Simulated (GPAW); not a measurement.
# A GW chain in GPAW: LiF (Griceite), part 2 of 2

Wanted: ground state, empty states, screening and self-energy for LiF (Griceite).

GPAW 26.7.0; PBE and many-body steps on it, plane waves. Known limits of the many-body steps: not at the basis limit.

So far. Step 3 (Bands along the symmetry lines): The gap is 9.068 eV, −0.002 eV from the run before at this level. Step 4 (Empty states on the mesh, 8×8×8 mesh, 252 bands): On this mesh the gap is 9.070 eV.

### 5. Screening and self-energy, 8×8×8 mesh, 112 bands, screening to 210 eV

G0W0 replaces the xc potential by the self-energy, built once from these orbitals. Only a window of levels is corrected, while the sums run over the empty bands that the input names.

This step: G0W0 on PBE, plane waves, PAW.

Contents of run.py:

```python
import json
import numpy as np
from gpaw.mpi import world
from gpaw.response.g0w0 import G0W0

gw = G0W0('full.gpw',
    filename='gw',
    kpts=[0],
    bands=(2, 6),
    ecut=210,
    nbands=112,
    integrate_gamma='WS',
    ppa=True)
gw.calculate()
res = {mode: {k: v for k, v in r.items() if k != 'sigma_eskwn'}
       for mode, r in gw.all_results.items()}

if world.rank == 0:
    with open('result.json', 'w') as f:
        json.dump(res, f, default=lambda x: x.tolist())
```

Started as:

```console
$ mpirun -n 4 gpaw python run.py
```

Numbers of over 12 decimals in the logs are rounded to 6 here.

The program printed:

```text
Using integrator: PointIntegrator
FrequencyGridDescriptor(from 0.000+0.000j to 0.000+27.211j eV, 2 points)
Nonperiodic BCs:  [False False False]
Using integrator: PointIntegrator
FrequencyGridDescriptor(from 0.000+0.000j to 0.000+27.211j eV, 2 points)
Nonperiodic BCs:  [False False False]
  ___  _ _ _
 |   || | | |
 | | || | | |
 |__ ||_____|
 |___|

BZ k-points: Symmetries present (total): 48

  [... matrices ...]
512 k-points: 8 x 8 x 8 Monkhorst-Pack grid + [1/16,1/16,1/16]
29 k-points in the irreducible part of the Brillouin zone
       k-points in crystal coordinates                weights
   0:     0.00000000    0.00000000    0.00000000          1/512
   1:     0.12500000    0.12500000    0.00000000          6/512
   2:     0.12500000    0.12500000    0.12500000          8/512
   3:     0.25000000    0.12500000    0.12500000         12/512
   4:     0.25000000    0.25000000    0.00000000          6/512
   5:     0.25000000    0.25000000    0.12500000         24/512
   6:     0.25000000    0.25000000    0.25000000          8/512
   7:     0.37500000    0.25000000   -0.37500000         24/512
   8:     0.37500000    0.25000000    0.12500000         24/512
   9:     0.37500000    0.25000000    0.25000000         24/512
          ...
  28:     0.50000000    0.50000000    0.50000000          4/512

Distributing spins, k-points and bands (1 x 1 x 4) over 4 processes
Number of blocks: 1

Quasi particle states:
k-points (IBZ indices): [0]
Band range: (2, 6)
  [... matrices ...]
Computational parameters:
Plane wave cut-off: 210 eV
Number of bands: 112
Coulomb cutoff: None
Broadening: 0.1 eV

fxc modes: GW
Kernel: RPA
Using Godby-Needs plasmon-pole approximation:
  Fitting energy: i*E0, E0 = 1.000 Hartree
Summing all q:

Calculating screened Coulomb potential
No Coulomb truncation
FrequencyGridDescriptor(from 0.000+0.000j to 0.000+27.211j eV, 2 points)
Removing empty qpoint cache files...

Calculating chi0 body with:
    Ground state adapter containing:
    Number of spins: 1
    Number of kpoints: 512
    Number of irreducible kpoints: 29
    Number of completely occupied states: 4
    Number of partially occupied states: 4
    Occupied states memory: 0.35595703125 M / cpu

    Linear response parametrization:
    q_c: [0.0, 0.0, 0.0]
    Number of frequency points: 2
    Planewave cutoff: 210.0
    Number of bands: 112
    Number of planewaves: 113
    Broadening (eta): 1e-06
    comm.size: 4
    kncomm.size: 4
    blockcomm.size: 1

    Memory estimate of potentially large arrays:
        chi0_wGG: 0.389679 M / cpu
Integrating chi0 body.

Symmetries of q_c:
    Direct symmetries (Uq -> q): 48
    Indirect symmetries (TUq -> q): 0
In total 48 allowed symmetries.

  [... matrices ...]
29 groups of equivalent kpoints. 94.3359375% reduction.

Integral kind: response function
Integrating chi0 head and wings.

Symmetries of q_c:
    Direct symmetries (Uq -> q): 48
    Indirect symmetries (TUq -> q): 0
In total 48 allowed symmetries.

  [... matrices ...]
29 groups of equivalent kpoints. 94.3359375% reduction.

Integral kind: response function wings

Calculating chi0 body with:
    Ground state adapter containing:
    Number of spins: 1
    Number of kpoints: 512
    Number of irreducible kpoints: 29
    Number of completely occupied states: 4
    Number of partially occupied states: 4
    Occupied states memory: 0.35595703125 M / cpu

[... the further q-points ...]

Results:
f:      Occupation numbers
eps:     KS-eigenvalues [eV]
vxc:     KS vxc [eV]
exx:     Exact exchange [eV]
sigma:   Self-energies [eV]
dsigma:  Self-energy derivatives
Z:       Renormalization factors
qp:      QP-energies [eV]

k-point 0 (0): (0.000, 0.000, 0.000)                GW
band       f     eps     vxc     exx   sigma  dsigma       Z      qp
                                                                   GW
   2   1.000  -0.676 -24.228 -31.855   4.445  -0.223   0.818  -3.277
   3   1.000  -0.676 -24.228 -31.855   4.445  -0.223   0.818  -3.277
   4   0.000   8.393 -12.400  -7.510  -3.000  -0.123   0.891  10.077
   5   0.000  23.528  -9.361  -2.968  -3.846  -0.137   0.880  25.768
```

Wall time 1.9 min (4 MPI ranks of AMD EPYC 9R14 (Zen 4), shared host); peak memory 0.86 GiB; 7.4 min of CPU time.

This step gave:

```yaml
g0w0_gap_on_the_points_computed: 13.35 eV
least_direct_g0w0_gap_on_the_computed_points: 13.35 eV
z_at_the_valence_top: 0.8175
z_at_the_conduction_bottom: 0.8908
starting_gap_on_the_mesh: 9.070 eV
k_of_the_valence_top: 0, 0, 0
k_of_the_conduction_bottom: 0, 0, 0
```

The gap on the mesh goes from 9.07 eV to 13.35 eV, a correction of +4.29 eV.

Limits: finite bands, cutoff and mesh. v1 is the top filled band, c1 the lowest empty one. Levels before and after the correction, in eV, zero at the valence-band top of each column:

```
           conduction bottom  valence top
Kohn-Sham               9.07         0.00
     G0W0              13.35         0.00
```

```
             level  energy (eV)
Kohn-Sham  Γ v2-v1        0.000
Kohn-Sham     Γ c1        9.070
Kohn-Sham     Γ c2       24.204
     G0W0  Γ v2-v1        0.000
     G0W0     Γ c1       13.355
     G0W0     Γ c2       29.045
```

### 6. Where the time went

Times are wall times on 4 MPI ranks of AMD EPYC 9R14 (Zen 4), shared host, good to a factor of about two.

```
                          step     time  share  memory (GiB)
                  ground state    4.4 s    4 %          0.61
bands along the symmetry lines      4 s    3 %          0.52
      empty states on the mesh    5.3 s    4 %          0.73
     screening and self-energy  1.9 min   89 %          0.86
```

### 7. Summary of results

| Quantity | Value |
| --- | --- |
| PBE gap | 9.07 eV, indirect (only 2 meV under the direct gap) |
| G0W0 gap on the mesh | 13.35 eV |
| GW settings | 8×8×8 mesh, 112 bands, screening to 210 eV, Godby-Needs plasmon pole |
| known limits | not at the basis limit |

G0W0 moves the gap on the mesh from 9.07 eV to 13.35 eV (+4.29 eV), with Z of 0.82 and 0.89 at the edges. Only 1 of the mesh's irreducible points was corrected, so a valley elsewhere could overtake. The dearest step here is «screening and self-energy». Bands and cutoff are finite, so the gap is not at the basis limit. The miss can reach some tenths of an eV and take either sign; the mesh is an error of its own. These stock PAW sets were not made for GW. In the G0W0 run levels were corrected at 1 k point alone, so a gap called «on the mesh» is the least over those, and an edge elsewhere would be missed.

[Paths, hosts, dates, memory and timing lines, banners, echoed tables and standing remarks are left out of the program output.]

[Logs are printed without paths, hosts, clocks, repeated set-up lines and the standing remarks that a program may print on its own settings, such as how far it seeks lower states.]

[Runs of the session that timed out or met a known fault of the program may be left out.]

[Hosts, paths, dates, database ids (printed as entryN), source tags and the programs' standing remarks are cut or masked in the printed files.]
